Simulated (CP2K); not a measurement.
Runs of CP2K 2026.2 on HfC. Symmetry: Fm-3m, No. 225, cubic system. The conventional cell has a = 4.650 Å, b = 4.650 Å, c = 4.650 Å, α = 90.00°, β = 90.00°, γ = 90.00°. Hf (site symmetry m-3m) is surrounded by 6 C at 2.32 Å. C (site symmetry m-3m) is surrounded by 6 Hf at 2.32 Å. 

```csv
task,level,potentials or basis,cell,smearing,EPS_DEFAULT,NGRIDS,points a segment of the path (NPOINTS),bands added on the path,CUTOFF of the grids,gap on the mesh (eV),pressure (GPa),V0 of scaled cells (Å³/atom),B0 (GPa)
band structure,LDA,"GTH_POTENTIALS Hf GTH-PADE-q12, C GTH-PADE-q4; TZVP-MOLOPT-PBE-GTH basis",as given,fermi-dirac 0.05 eV,1.0E-9,4,6,2,450 Ry,none,-49.4,-,-
equation of state,PBEsol,"POTENTIAL_UZH Hf GTH-PBE-q12, C GTH-PBE-q4; TZVP-MOLOPT-PBE-GTH basis",as given,fermi-dirac 0.05 eV,1.0E-10,5,-,-,450 Ry,-,-,12.23,(a)
equation of state,r2SCAN,"POTENTIAL_UZH Hf GTH-SCAN-q12, C GTH-SCAN-q4; TZVP-MOLOPT-SCAN-GTH basis",as given,fermi-dirac 0.0259 eV,1.0E-9,5,-,-,675 Ry,-,-,12.25,(b)
band structure,PBEsol,"POTENTIAL_UZH Hf GTH-PBE-q12, C GTH-PBE-q4; TZVP-MOLOPT-PBE-GTH basis",as given,fermi-dirac 0.01 eV,1.0E-9,5,6,4,450 Ry,none,-6.5,-,-
single point,PBEsol,"POTENTIAL_UZH Hf GTH-PBE-q12, C GTH-PBE-q4; TZVP-MOLOPT-PBE-GTH basis",as given,fermi-dirac 0.05 eV,1.0E-10,4,-,-,450 Ry,none,-6.5,-,-
single point,PBEsol,"POTENTIAL_UZH Hf GTH-PBE-q12, C GTH-PBE-q4; TZVP-MOLOPT-PBE-GTH basis","atoms moved at random, drawn with an rms of 0.05 Å",fermi-dirac 0.05 eV,1.0E-10,4,-,-,450 Ry,none,-6.3,-,-
band structure,r2SCAN,"POTENTIAL_UZH Hf GTH-SCAN-q12, C GTH-SCAN-q4; TZVP-MOLOPT-SCAN-GTH basis",as given,fermi-dirac 0.05 eV,1.0E-10,4,6,4,675 Ry,none,-5.9,-,-
```

Alike in all rows: no spin polarisation; k mesh 10 × 10 × 10.

**Question.** Fill in the values left out.

**Answer.** (a) 248; (b) 262.

Caveats: the basis of atomic orbitals isn't converged, which shifts pressures, moduli and gaps; the potentials were made for another functional, which shifts forces and pressure (some runs); spin-orbit coupling is left out, which moves the levels of the heavy elements (some runs); a pressure of tens of GPa on the cell as given is suspect, and the run, the potentials or the cell itself is likely at fault (some runs); the fit is doubtful: noisy points or a state that changes with volume (some runs).

A k mesh can miss the band edges, and the runs leave out spin-orbit coupling on Hf.

A gap of «none» marks a metal or a gap under the smearing width.

Runs at the PBE level aren't shown here.
